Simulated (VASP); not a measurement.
Here is the system:

```xyz
2
Lattice="0.0000 2.4967 2.4967 2.4967 0.0000 2.4967 2.4967 2.4967 0.0000" Properties=species:S:1:pos:R:3 pbc="T T T"
In     0.0000     0.0000     0.0000
N      1.2483     1.2483     1.2483
```

These are SCAN meta-GGA, VASP's PBE PAW potentials (set 64) (plane waves; VASP 6.6.1) values and carry that method's errors. Numerical set-up: 520 eV cut-off, 14×14×14 Γ-centred mesh, tetrahedra with Blöchl corrections, potentials In_d N.

Unless said otherwise, spin-orbit coupling is left out, though it shifts the bands of the heavy elements here.

Q: Tabulate the total density of states (states/eV per cell) against energy (eV; zero at the valence-band maximum or, without a gap, the Fermi level).

A: 
```
E (eV) | DOS (states/eV)
    -9.98 |  0.00
    -9.86 |  0.00
    -9.62 |  0.00
    -9.50 |  0.00
    -9.26 |  0.00
    -9.14 |  0.00
    -8.90 |  0.00
    -8.78 |  0.00
    -8.66 |  0.00
    -8.42 |  0.00
    -8.30 |  0.00
    -8.06 |  0.00
    -7.94 |  0.00
    -7.82 |  0.00
    -7.58 |  0.00
    -7.46 |  0.00
    -7.22 |  0.00
    -7.10 |  0.00
    -6.86 |  0.00
    -6.74 |  0.00
    -6.62 |  0.00
    -6.38 |  0.00
    -6.26 |  0.00
    -6.02 |  0.00
    -5.90 |  0.03
    -5.78 | ### 0.23
    -5.54 | ###### 0.50
    -5.42 | ######## 0.63
    -5.18 | ############## 1.12
    -5.06 | ############################## 2.39
    -4.82 | ############### 1.16
    -4.70 | ########## 0.79
    -4.58 | ######## 0.64
    -4.34 | ###### 0.48
    -4.22 | ##### 0.40
    -3.98 | #### 0.34
    -3.86 | #### 0.31
    -3.74 | ### 0.26
    -3.50 | ### 0.25
    -3.38 | ######## 0.60
    -3.14 | ############### 1.23
    -3.02 | ############## 1.08
    -2.78 | ############# 1.07
    -2.66 | ############## 1.09
    -2.54 | ############### 1.21
    -2.30 | ##################### 1.64
    -2.18 | #################### 1.58
    -1.94 | #################### 1.63
    -1.82 | #################### 1.61
    -1.70 | #################### 1.61
    -1.46 | #################### 1.63
    -1.34 | ##################### 1.65
    -1.10 | ##################### 1.70
    -0.98 | ###################### 1.73
    -0.74 | ############## 1.10
    -0.62 | ########### 0.90
    -0.50 | ########## 0.76
    -0.26 | ###### 0.48
    -0.14 | #### 0.30
     0.10 |  0.00
     0.22 |  0.00
     0.34 |  0.00
     0.58 |  0.01
     0.70 |  0.01
     0.94 |  0.02
     1.06 |  0.03
     1.30 | # 0.04
     1.42 | # 0.05
     1.54 | # 0.06
     1.78 | # 0.08
     1.90 | # 0.09
     2.14 | # 0.11
     2.26 | ## 0.13
     2.38 | ## 0.15
     2.62 | ## 0.18
     2.74 | ### 0.20
     2.98 | ### 0.25
     3.10 | #### 0.29
     3.34 | ##### 0.43
     3.46 | ######## 0.61
```
Within 2 eV below the Fermi level the largest weight inside VASP's projection spheres is N p, then In p.

The compound is InN in the zinc blende structure, a metastable form; wurtzite is the usual one. It was relaxed first.
